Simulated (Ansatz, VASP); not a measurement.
## Ag: VASP beside Ansatz

File INCAR:

```
SYSTEM = Ag
PREC = Accurate
ENCUT = 520
EDIFF = 1E-8
ISMEAR = -1
SIGMA = 0.03
LREAL = .FALSE.
LASPH = .TRUE.
NELM = 60
ALGO = Normal
ISIF = 2
LWAVE = .FALSE.
LCHARG = .FALSE.
GGA = PS
LEFG = .TRUE.
NBANDS = 12
```

Contents of KPOINTS:

```
regular mesh
0
G
  15 15 15
  0 0 0
```

File POSCAR:

```
Ag
1.0
    0.0000000000      2.0635310000      2.0431000000
    2.0635310000      0.0000000000      2.0431000000
    2.0635310000      2.0635310000      0.0000000000
Ag
1
Direct
    0.0000000000      0.0000000000      0.0000000000
```

Input for Ansatz:

```yaml
crystal:
  lattice:
    - [0.0, 2.063531, 2.0431]
    - [2.063531, 0.0, 2.0431]
    - [2.063531, 2.063531, 0.0]
  atoms:
    - { symbol: Ag, position: [0.0, 0.0, 0.0] }
kpoints:
  mp_grid: { grid: [15, 15, 15] }
scf:
  occupations: { method: fermi_dirac, width: 0.03 }
hamiltonian:
  xc: pbesol
  pseudopotentials: { kind: all_electron, datasets: crystal }
output:
  forces: true
  stress: true
  eigenvalues: true
  efg: { contact_densities: true }
```

Change from the starting cell: equal xx and yy strain of +1 %, crystal datasets.

Alike in both runs: task electric field gradients; functional PBEsol; k mesh 15 × 15 × 15; occupations fermi-dirac, width 0.03 eV; no spin polarisation.

|  | VASP | Ansatz |
| --- | --- | --- |
| version | VASP 6.6.1 | Ansatz 0.2.0 |
| potentials or method | VASP PAW PBE potentials, release 64 (Ag) | all-electron PAW with datasets made for the crystal, scalar-relativistic |
| plane-wave cutoff (eV) | 520 | see its input |

Ansatz gave:

* pressure (GPa): -4.7
* largest component of the traceless stress (GPa): 0.09
* Vzz of the field gradient on the site that differs most (V/Å²): 1.8

**Question.** What did VASP give for the same quantities?

**Answer.** Pressure (GPa): -4.8; largest component of the traceless stress (GPa): 0.11; Vzz of the field gradient on the site that differs most (V/Å²): 1.5.

Ansatz ran all-electron here, so the differences hold the error of VASP's frozen core and of both bases. Ansatz warned: «gradients_without_spin_orbit».

Caveats: the PAW data sets were made with another functional, which shifts forces and pressure a little (VASP).
